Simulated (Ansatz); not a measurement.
Runs of Ansatz 0.2.0 on CdTe. Symmetry: F-43m, No. 216, cubic system. Conventional cell: a = 6.410 Å, b = 6.410 Å, c = 6.410 Å, α = 90.00°, β = 90.00°, γ = 90.00°. Around Te (site symmetry -43m) lie 4 Cd at 2.78 Å. Cd (site symmetry -43m) has 4 Te at 2.78 Å as nearest neighbours. 

```tsv
task	level	cell	cutoff (eV)	smearing	gap on the mesh (eV)	pressure (GPa)
single point	LDA	as given	260	gaussian 0.05 eV	0.61	0.0
single point	PBE	as given	260	gaussian 0.024 eV	0.87	4.3
single point	PBE	as given	260	gaussian 0.025 eV	0.87	4.3
single point	PBE	as given	260	gaussian 0.03 eV	0.87	4.3
band structure	BLYP	as given	260	fermi-dirac 0.05 eV	0.78	(a)
relaxation of cell and atoms	BLYP	relaxed	-	fermi-dirac 0.05 eV	-	0.0
```

Alike in all rows: potentials or basis all-electron LAPW, scalar-relativistic; no spin polarisation; k mesh 7 × 7 × 7; basis error allowed 0.001 eV/atom.

Problem. Estimate the missing entries.

Solution. (a) 6.9.

Caveats: spin-orbit coupling is left out, which moves the levels of the heavy elements (some runs).

A k mesh can miss the band edges, and the runs leave out spin-orbit coupling on Cd, Te.
